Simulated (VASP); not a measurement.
Input of a VASP 6.6.1 run:

The input POSCAR:

```
TiN                                     
1.0
    0.0000000000      2.1245423789      2.1245423789
    2.1245423789      0.0000000000      2.1245423789
    2.1245423789      2.1245423789      0.0000000000
  Ti              N             
     1     1
Direct
     0.0000000000000000    0.0000000000000000    0.0000000000000000
     0.5000000000000000    0.5000000000000000    0.5000000000000000
```

The input INCAR.step1:

```
SYSTEM = TiN
ALGO = Normal
EDIFF = 1E-7
ENCUT = 520
GGA = PE
ISIF = 2
ISMEAR = 0
LASPH = .True.
LCHARG = .True.
LMAXMIX = 4
LREAL = .False.
LWAVE = .False.
NELM = 100
PREC = Accurate
SIGMA = 0.02
```

File KPOINTS.step1:

```
k-points
0
Gamma
  18 18 18
  0 0 0
```

File INCAR.step2:

```
SYSTEM = TiN
ALGO = Normal
EDIFF = 1E-7
ENCUT = 520
GGA = PE
ICHARG = 11
ISIF = 2
ISMEAR = 0
LASPH = .True.
LCHARG = .False.
LMAXMIX = 4
LREAL = .False.
LWAVE = .False.
NELM = 100
PREC = Accurate
SIGMA = 0.05
```

The input KPOINTS.step2:

```
path GXWKGLUWLK,UX
20
line-mode
reciprocal
 0.0000000000  0.0000000000  0.0000000000  G
 0.5000000000  0.0000000000  0.5000000000  X

 0.5000000000  0.0000000000  0.5000000000  X
 0.5000000000  0.2500000000  0.7500000000  W

 0.5000000000  0.2500000000  0.7500000000  W
 0.3750000000  0.3750000000  0.7500000000  K

 0.3750000000  0.3750000000  0.7500000000  K
 0.0000000000  0.0000000000  0.0000000000  G

 0.0000000000  0.0000000000  0.0000000000  G
 0.5000000000  0.5000000000  0.5000000000  L

 0.5000000000  0.5000000000  0.5000000000  L
 0.6250000000  0.2500000000  0.6250000000  U

 0.6250000000  0.2500000000  0.6250000000  U
 0.5000000000  0.2500000000  0.7500000000  W

 0.5000000000  0.2500000000  0.7500000000  W
 0.5000000000  0.5000000000  0.5000000000  L

 0.5000000000  0.5000000000  0.5000000000  L
 0.3750000000  0.3750000000  0.7500000000  K

 0.6250000000  0.2500000000  0.6250000000  U
 0.5000000000  0.0000000000  0.5000000000  X
```

Potentials or basis: VASP PAW PBE potentials, release 64 (Ti_sv, N).

Launch:

```console
$ cat potpaw_PBE.64/Ti_sv/POTCAR potpaw_PBE.64/N/POTCAR > POTCAR
$ cp INCAR.step1 INCAR
$ cp KPOINTS.step1 KPOINTS
$ mpirun -np 1 vasp_std > vasp.out
$ cp INCAR.step2 INCAR
$ cp KPOINTS.step2 KPOINTS
$ mpirun -np 1 vasp_std > vasp.out
```

Task: Estimate the band gap along the path.

Result: None (metal or under the smearing width).

Levels at the corners of the path, in eV from the Fermi level:
| point | band 4 | band 5 | band 6 | band 7 | band 8 | band 9 | band 10 | band 11 | band 12 |
| --- | --- | --- | --- | --- | --- | --- | --- | --- | --- |
| Γ | -33.85 | -17.06 | -2.03 | -2.03 | -2.03 | -0.60 | -0.60 | -0.60 | 0.58 |
| X | -34.06 | -15.66 | -5.81 | -3.22 | -3.22 | -3.03 | 1.63 | 2.37 | 2.37 |
| X | -34.06 | -15.66 | -5.81 | -3.22 | -3.22 | -3.03 | 1.63 | 2.37 | 2.37 |
| W | -34.08 | -15.20 | -5.45 | -5.45 | -5.33 | 0.92 | 0.92 | 2.37 | 3.09 |
| W | -34.08 | -15.20 | -5.45 | -5.45 | -5.33 | 0.92 | 0.92 | 2.37 | 3.09 |
| K | -34.00 | -15.24 | -5.79 | -5.70 | -4.44 | -0.46 | 1.97 | 2.30 | 3.55 |
| K | -34.00 | -15.24 | -5.79 | -5.70 | -4.44 | -0.46 | 1.97 | 2.30 | 3.55 |
| Γ | -33.85 | -17.06 | -2.03 | -2.03 | -2.03 | -0.60 | -0.60 | -0.60 | 0.58 |
| Γ | -33.85 | -17.06 | -2.03 | -2.03 | -2.03 | -0.60 | -0.60 | -0.60 | 0.58 |
| L | -33.91 | -14.63 | -8.04 | -5.44 | -5.44 | 1.67 | 1.67 | 2.34 | 5.69 |
| L | -33.91 | -14.63 | -8.04 | -5.44 | -5.44 | 1.67 | 1.67 | 2.34 | 5.69 |
| U | -34.00 | -15.24 | -5.79 | -5.70 | -4.44 | -0.46 | 1.97 | 2.30 | 3.56 |
| U | -34.00 | -15.24 | -5.79 | -5.70 | -4.44 | -0.46 | 1.97 | 2.30 | 3.55 |
| W | -34.08 | -15.20 | -5.45 | -5.45 | -5.33 | 0.92 | 0.92 | 2.37 | 3.09 |
| W | -34.08 | -15.20 | -5.45 | -5.45 | -5.33 | 0.92 | 0.92 | 2.37 | 3.09 |
| L | -33.91 | -14.63 | -8.04 | -5.44 | -5.44 | 1.67 | 1.67 | 2.34 | 5.69 |
| L | -33.91 | -14.63 | -8.04 | -5.44 | -5.44 | 1.67 | 1.67 | 2.34 | 5.69 |
| K | -34.00 | -15.24 | -5.79 | -5.70 | -4.44 | -0.46 | 1.97 | 2.30 | 3.55 |
| U | -34.00 | -15.24 | -5.79 | -5.70 | -4.44 | -0.46 | 1.97 | 2.30 | 3.55 |
| X | -34.06 | -15.66 | -5.81 | -3.22 | -3.22 | -3.03 | 1.63 | 2.37 | 2.37 |

Caveat: the log is that of the step along the path at fixed density, whose energy, stress, charges and moments have no meaning.
